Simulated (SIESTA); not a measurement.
Set up this calculation in SIESTA 5.4.2, as the native input.

- Task: single point
- Functional: PBEsol
- Potentials or basis: PseudoDojo 0.4 standard (PBEsol files)
- Basis: DZP (energy shift 0.003 Ry; two zetas on semicore shells)
- Grid cutoff: 800 Ry
- Energy shift: 0.003 Ry
- k mesh: 12 × 12 × 12
- Occupations: fermi-dirac, width 0.05 eV
- Spin: collinear spin, ferromagnetic start
- Starting moments: [2.0] μB

The system is V.

```
V
1.0
    -1.51435    1.51435    1.51435
     1.51435   -1.51435    1.51435
     1.51435    1.51435   -1.51435
V
1
Direct
  0.00000 0.00000 0.00000
```

One way to write it, as run:

V.fdf

```
SystemName                      V
SystemLabel                     V
NumberOfSpecies                 1
NumberOfAtoms                   1
%block ChemicalSpeciesLabel
  1  23 V
%endblock ChemicalSpeciesLabel

LatticeConstant                 1.0 Ang
%block LatticeVectors
    -1.5143500000     1.5143500000     1.5143500000
     1.5143500000    -1.5143500000     1.5143500000
     1.5143500000     1.5143500000    -1.5143500000
%endblock LatticeVectors
AtomicCoordinatesFormat         Fractional
%block AtomicCoordinatesAndAtomicSpecies
     0.0000000000     0.0000000000     0.0000000000  1  V
%endblock AtomicCoordinatesAndAtomicSpecies

%block kgrid.MonkhorstPack
   12   0   0  0.0
    0  12   0  0.0
    0   0  12  0.0
%endblock kgrid.MonkhorstPack
XC.Functional                   GGA
XC.Authors                      PBEsol
PAO.BasisSize                   DZP
PAO.EnergyShift                 0.003 Ry
Mesh.Cutoff                     800 Ry
Spin                            polarized
%block DM.InitSpin
    1   2.000
%endblock DM.InitSpin
OccupationFunction              FD
ElectronicTemperature           0.05 eV
MaxSCFIterations                200
SCF.MustConverge                false
SCF.Mixer.Method                Pulay
SCF.Mixer.Weight                0.1
SCF.Mixer.History               10
SCF.DM.Tolerance                5.0e-05
SCF.H.Tolerance                 1.0e-03 eV
WriteForces                     true
Charge.Mulliken                 end
Charge.Hirshfeld                end
Charge.Voronoi                  end
SaveRho                         true
SaveElectrostaticPotential      true
%block PAO.Basis
  V 5
  n=3 0 2
    2.997 0.000
  n=4 0 2
    8.412 0.000
  n=3 1 2
    3.380 0.000
  n=4 1 1
    8.412
  n=3 2 2
    5.772 0.000
%endblock PAO.Basis
```

Potentials or basis: PseudoDojo 0.4 standard (PBEsol files), DZP (energy shift 0.003 Ry; two zetas on semicore shells).

Command:

```bash
$ siesta V.fdf > V.out 2>&1
```

Results of the run:

- Pressure: -11.7 GPa
- Band gap on the k mesh: none (metal or under the smearing width)
- Net moment: 0.00 μB per cell

Caveat: the basis of atomic orbitals isn't converged, which shifts pressures, moduli and gaps.

Run time: 3.9 min on 1 thread of Arm Neoverse V1 (shared host), peak memory 0.24 GiB.
